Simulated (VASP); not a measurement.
# BaTiO3 (R3m) in VASP: single point with HSE06

Aim: the single point of BaTiO3 with HSE06.

All numbers are computed with VASP 6.6.1; they aren't measurements. Logs are shortened: lines on timing, memory, paths and dates and some standing lists are left out, and cuts for length are marked.

## Step 1: The structure

It takes space group R3m (No. 160, trigonal). Conventional cell: a = 5.656 Å, b = 5.656 Å, c = 6.952 Å, α = 90.00°, β = 90.00°, γ = 120.00°. Ba (site symmetry 3m) has 12 O at 2.77 to 2.90 Å as nearest neighbours. Around Ti (site symmetry 3m) lie 6 O at 1.88 to 2.13 Å. Around O (site symmetry m) lie 2 Ti at 1.88 to 2.13 Å.

The cell is a database's computed one.

## Step 2: Single point, HSE06

POSCAR

```
BaTiO3
1.0
    2.8279900000      1.6327400000      2.3174400000
   -2.8279900000      1.6327400000      2.3174400000
    0.0000000000     -3.2654800000      2.3174400000
Ba Ti O
1 1 3
Direct
    0.0002100000      0.0002100000      0.0002100000
    0.5121600000      0.5121600000      0.5121600000
    0.4886600000      0.9814000000      0.4886600000
    0.4886600000      0.4886600000      0.9814000000
    0.9814000000      0.4886600000      0.4886600000
```

INCAR.step1

```
PREC = Accurate
ENCUT = 520
EDIFF = 1E-5
ISMEAR = 0
SIGMA = 0.02
LREAL = False
LASPH = True
NELM = 80
ALGO = Normal
ISIF = 2
LWAVE = True
LCHARG = False
GGA = PE
```

INCAR.step2

```
PREC = Accurate
ENCUT = 520
EDIFF = 1E-6
ISMEAR = 0
SIGMA = 0.02
LREAL = False
LASPH = True
NELM = 80
ALGO = Normal
ISIF = 2
LWAVE = False
LCHARG = False
GGA = PE
LHFCALC = True
HFSCREEN = 0.2
PRECFOCK = Fast
ISTART = 1
```

KPOINTS

```
regular mesh
0
Gamma
  6 6 6
```

Potentials or basis: VASP PAW PBE potentials, release 64 (Ba_sv, Ti_sv, O).

Run with:

```console
$ cat potpaw_PBE.64/Ba_sv/POTCAR potpaw_PBE.64/Ti_sv/POTCAR potpaw_PBE.64/O/POTCAR > POTCAR
$ cp INCAR.step1 INCAR
$ mpirun -np 1 vasp_std > vasp.out
$ cp INCAR.step2 INCAR
$ mpirun -np 1 vasp_std > vasp.out
```

OUTCAR:

```text
PREC = Accurate
   ENCUT = 520
   EDIFF = 1E-6
   ISMEAR = 0
   LREAL = False
   LASPH = True
   NELM = 80
   ISIF = 2
   GGA = PE
   LHFCALC = True
   HFSCREEN = 0.2
   PRECFOCK = Fast
   ISTART = 1

 ion  position               nearest neighbor table
   1  0.000  0.000  0.000-   4 2.77   3 2.77   5 2.77   5 2.83   3 2.83   3 2.83   5 2.83   4 2.83
                             4 2.83   4 2.90   3 2.90   5 2.90   2 3.39   2 3.44   2 3.44   2 3.44
   2  0.512  0.512  0.512-   4 1.88   3 1.88   5 1.88   4 2.13   3 2.13   5 2.13   1 3.39   1 3.44
                             1 3.44   1 3.44   1 3.49   1 3.49   1 3.49   1 3.56
   3  0.489  0.981  0.489-   2 1.88   2 2.13   1 2.77   1 2.83   1 2.83   1 2.90
   4  0.489  0.489  0.981-   2 1.88   2 2.13   1 2.77   1 2.83   1 2.83   1 2.90
   5  0.981  0.489  0.489-   2 1.88   2 2.13   1 2.77   1 2.83   1 2.83   1 2.90

  LATTYP: Found a trigonal (rhomboedric) cell.
 ALAT       =     4.0042346961
 COS(alpha) =     0.0024224070

  Lattice vectors:

 A1 = (   2.8279900000,   1.6327400000,   2.3174400000)
 A2 = (  -2.8279900000,   1.6327400000,   2.3174400000)
 A3 = (   0.0000000000,  -3.2654800000,   2.3174400000)

Analysis of symmetry for initial positions (statically):
=====================================================================
 Subroutine PRICEL returns:
 Original cell was already a primitive cell.

 Routine SETGRP: Setting up the symmetry group for a
 trigonal (rhombohedral) supercell.

 Subroutine GETGRP returns: Found  6 space group operations
 (whereof  6 operations were pure point group operations)
 out of a pool of 12 trial point group operations.

The static configuration has the point symmetry C_3v.

Analysis of symmetry for dynamics (positions and initial velocities):
=====================================================================
 Subroutine PRICEL returns:
 Original cell was already a primitive cell.

 Routine SETGRP: Setting up the symmetry group for a
 trigonal (rhombohedral) supercell.

 Subroutine GETGRP returns: Found  6 space group operations
 (whereof  6 operations were pure point group operations)
 out of a pool of 12 trial point group operations.

The dynamic configuration has the point symmetry C_3v.

 Subroutine INISYM returns: Found  6 space group operations
 (whereof  6 operations are pure point group operations),
 and found     1 'primitive' translations

----------------------------------------------------------------------------------------

                                     Primitive cell

  volume of cell :      64.2029

  direct lattice vectors                    reciprocal lattice vectors
     2.827990000  1.632740000  2.317440000     0.176804020  0.102077898  0.143836877
    -2.827990000  1.632740000  2.317440000    -0.176804020  0.102077898  0.143836877
     0.000000000 -3.265480000  2.317440000     0.000000000 -0.204155795  0.143836877

  length of vectors
     4.004234696  4.004234696  4.004233732     0.249737074  0.249737074  0.249737134

  position of ions in fractional coordinates (direct lattice)
     0.000210000  0.000210000  0.000210000
     0.512160000  0.512160000  0.512160000
     0.488660000  0.981400000  0.488660000
     0.488660000  0.488660000  0.981400000
     0.981400000  0.488660000  0.488660000

  ion indices of the primitive-cell ions
   primitive index   ion index
                 1           1
                 2           2
                 3           3
                 4           4
                 5           5

----------------------------------------------------------------------------------------

 KPOINTS: regular mesh

Automatic generation of k-mesh.
 Grid dimensions read from file:
 generate k-points for:    6    6    6

 Generating k-lattice:

  Cartesian coordinates                     Fractional coordinates (reciprocal lattice)
     0.029467337  0.017012983  0.023972813     0.166666667 -0.000000000 -0.000000000
    -0.029467337  0.017012983  0.023972813    -0.000000000  0.166666667 -0.000000000
     0.000000000 -0.034025966  0.023972813    -0.000000000 -0.000000000  0.166666667

  Length of vectors
     0.041622846  0.041622846  0.041622856

  Shift w.r.t. Gamma in fractional coordinates (k-lattice)
     0.000000000  0.000000000  0.000000000

 Subroutine IBZKPT returns following result:
 ===========================================

 Found     32 irreducible k-points:

 Following reciprocal coordinates:
            Coordinates               Weight
  0.000000  0.000000  0.000000      1.000000
  0.166667  0.000000  0.000000      6.000000
  0.333333  0.000000 -0.000000      6.000000
  0.500000  0.000000 -0.000000      3.000000
  0.166667  0.166667  0.000000      6.000000
  0.333333  0.166667 -0.000000     12.000000
[... 16 lines left out ...]
  0.500000  0.500000  0.166667      6.000000
 -0.333333  0.500000  0.166667     12.000000
 [... further k-points ...]
   k-points           NKPTS =     32   k-points in BZ     NKDIM =    216   number of bands    NBANDS=     24
   number of dos      NEDOS =    301   number of ions     NIONS =      5
   total plane-waves  NPLWV =  27000
   dimension x,y,z NGX =    30 NGY =   30 NGZ =   30
   dimension x,y,z NGXF=    60 NGYF=   60 NGZF=   60
   ions per type =               1   1   3
   NGX,Y,Z   is equivalent  to a cutoff of  12.46, 12.46, 12.46 a.u.
   NGXF,Y,Z  is equivalent  to a cutoff of  24.91, 24.91, 24.91 a.u.
 SYSTEM =  unknown system
   PREC   = accura    normal or accurate (medium, high low for compatibility)
   ISTART =      1    job   : 0-new  1-cont  2-samecut
   ICHARG =      0    charge: 1-file 2-atom 10-const
   ISPIN  =      1    spin polarized calculation?
   LNONCOLLINEAR =      F non collinear calculations
   LSORBIT =      F    spin-orbit coupling
   LASPH  =      T    aspherical Exc in radial PAW
   ENCUT  =  520.0 eV  38.22 Ry    6.18 a.u.   7.45  7.45  7.45*2*pi/ulx,y,z
   NELM   =     80;   NELMIN=  2; NELMDL=  0     # of ELM steps
   EDIFF  = 0.1E-05   stopping-criterion for ELM
   LREAL  =      F    real-space projection
   EDIFFG = 0.1E-04   stopping-criterion for IOM
   NSW    =      0    number of steps for IOM
   IBRION =     -1    ionic relax: 0-MD 1-quasi-New 2-CG
   NFREE  =      0    steps in history (QN), initial steepest desc. (CG)
   ISIF   =      2    stress and relaxation
   ISYM   =      3    0-nonsym 1-usesym 2-fastsym
   POTIM  = 0.5000    time-step for ionic-motion
   TEBEG  =    0.0;   TEEND  =   0.0 temperature during run
   PSTRESS=    0.0 pullay stress
   NELECT =      40.0000    total number of electrons
   NUPDOWN=      -1.0000    fix difference up-down
   EMIN   =  10.00;   EMAX   =-10.00  energy-range for DOS
   EFERMI =   0.00;   METHOD = LEGACY
   ISMEAR =     0;   SIGMA  =   0.02  broadening in eV -4-tet -1-fermi 0-gaus
   EFERMI_NEDOS =   21; number of points for ismear=-14 and -15
   IALGO  =     38    algorithm
   IMIX   =      1    mixing-type and parameters
     AMIX     =   0.40;   BMIX     =  1.00
     AMIX_MAG =   1.60;   BMIX_MAG =  1.00
  volume/ion in A,a.u.               =      12.84        86.65
  Fermi-wavevector in a.u.,A,eV,Ry     =   1.398224  2.642259 26.599786  1.955029
  Thomas-Fermi vector in A             =   2.521403
   LORBIT       =      0    0 simple, 1 ext, 2 COOP (PROOUT), +10 PAW based schemes
   GGA     = PE    functional components
   LHFCALC =     T    Hartree Fock is set to
   PRECFOCK=fast      Normal, Fast or Accurate (Low or Medium for compatibility)
   ENCUT4O =  -1.0   cutoff for four orbital integrals eV
   NKREDX  =     1    reduce k-point grid by
   NKREDY  =     1    reduce k-point grid by
   NKREDZ  =     1    reduce k-point grid by
   AEXX    =    0.2500 exact exchange contribution
   HFSCREEN=    0.2000 screening length (either q_TF or 0.3 A-1)
   HFSCREENC=   0.2000 screening length for correlation (either q_TF or 0.3 A-1)
   ENCUTFOCK=  -1.0 apply spherical cutoff to Coloumb kernel
   IVDW    =     0    specifies the selected vdW correction
   LEPSILON=     F    determine dielectric tensor
   LRPA    =     F    only Hartree local field effects (RPA)
 non-spin polarized calculation
 Gauss-broadening in eV      SIGMA  =   0.02
  energy-cutoff  :      520.00
  volume of cell :       64.20
 maximum number of plane-waves:      1750
 NGX is ok and might be reduce to    30
  NGX = 16; NGY = 16; NGZ = 16

 number of electron      39.9999999 magnetization

 Free energy of the ion-electron system (eV)
  ---------------------------------------------------
  ext. energy  EPLUGINS =         0.00000000
  ---------------------------------------------------
  free energy    TOTEN  =       -48.54438818 eV

  energy without entropy =      -48.54438818  energy(sigma->0) =      -48.54438818

 E-fermi :   2.8707     XC(G=0):  -9.2231

 val. band max:        2.7193797088   @ k =   0.5000   0.5000   0.5000
 cond. band min:       6.5070672979   @ k =   0.0000   0.0000   0.0000
 fundamental gap:      3.7876875891
 Fermi energy:         2.8706912349

 k-point     1 :       0.0000    0.0000    0.0000
  band No.  band energies     occupation
      1     -57.9682      2.00000
      2     -32.5582      2.00000
      3     -32.5582      2.00000
      4     -32.5532      2.00000
      5     -23.4080      2.00000
      6     -15.7382      2.00000
[... 16 lines left out ...]
     23       6.6400      0.00000
     24       8.5986      0.00000

 k-point     2 :       0.1667    0.0000    0.0000
  band No.  band energies     occupation
      1     -57.9680      2.00000
      2     -32.5703      2.00000
      3     -32.5574      2.00000
      4     -32.5538      2.00000
      5     -23.3732      2.00000
      6     -15.7576      2.00000
[... 16 lines left out ...]
     23       6.9496      0.00000
     24       8.5979      0.00000
[... 565 lines left out ...]
     23       8.6829      0.00000
     24      10.0568      0.00000

 k-point    24 :      -0.3333    0.5000    0.1667
  band No.  band energies     occupation
      1     -57.9664      2.00000
      2     -32.6057      2.00000
      3     -32.5914      2.00000
      4     -32.5636      2.00000
      5     -23.1800      2.00000
      6     -15.4135      2.00000
[... 16 lines left out ...]
     23       8.4958      0.00000
     24      10.0911      0.00000

 [... further k-points ...]

------------------------ aborting loop because EDIFF is reached ----------------------------------------

  FORCE on cell =-STRESS in cart. coord.  units (eV):
  Direction    XX          YY          ZZ          XY          YZ          ZX
  --------------------------------------------------------------------------------------
  -------------------------------------------------------------------------------------
  Total        0.3327309      0.3327306      0.4867684      0.0000000     -0.0000000      0.0000000
  in kB        8.3032690      8.3032610     12.1472589      0.0000000     -0.0000000      0.0000000
  external PRESSURE =       9.5845963 kB  Pullay stress =       0.0000000 kB

 VOLUME and BASIS-vectors are now :
 -----------------------------------------------------------------------------
  energy-cutoff  :      520.00
  volume of cell :       64.20
      direct lattice vectors                 reciprocal lattice vectors
     2.827990000  1.632740000  2.317440000     0.176804020  0.102077898  0.143836877
    -2.827990000  1.632740000  2.317440000    -0.176804020  0.102077898  0.143836877
     0.000000000 -3.265480000  2.317440000     0.000000000 -0.204155795  0.143836877

 POSITION                                       TOTAL-FORCE (eV/Angst)
 -----------------------------------------------------------------------------------
      0.00000      0.00000      0.00146         0.000000      0.000000     -0.018088
      0.00000      0.00000      3.56070         0.000000      0.000000      0.186287
     -1.39346      0.80452      4.53922         0.147125     -0.084942     -0.056067
      0.00000     -1.60903      4.53922         0.000000      0.169885     -0.056067
      1.39346      0.80452      4.53922        -0.147125     -0.084942     -0.056067
 -----------------------------------------------------------------------------------
    total drift:                                0.000001     -0.000021      0.015089

  FREE ENERGIE OF THE ION-ELECTRON SYSTEM (eV)
  ---------------------------------------------------
  free  energy   TOTEN  =       -48.5443881787 eV

  energy  without entropy=      -48.5443881787  energy(sigma->0) =      -48.54438818
```

Run time: 3 h. Hardware: 1 thread of AMD EPYC 7R43 (Zen 3), shared host; peak memory 0.31 GiB.

Results:

* Free energy: -48.5444 eV
* Pressure: 1.0 GPa
* Largest force: 0.186 eV/Å
* Band gap on the k mesh: 3.79 eV, indirect (least direct gap 4.16 eV)

Forces in eV/Å, atoms in the order of the input:
```
Ba   0.000  0.000 -0.018
Ti   0.000  0.000  0.186
O    0.147 -0.085 -0.056
O    0.000  0.170 -0.056
O   -0.147 -0.085 -0.056
```

Caveat: the PAW data sets were made with another functional, which shifts forces and pressure a little; spin-orbit coupling is left out, which moves the levels of the heavy elements. A k mesh can miss the band edges.
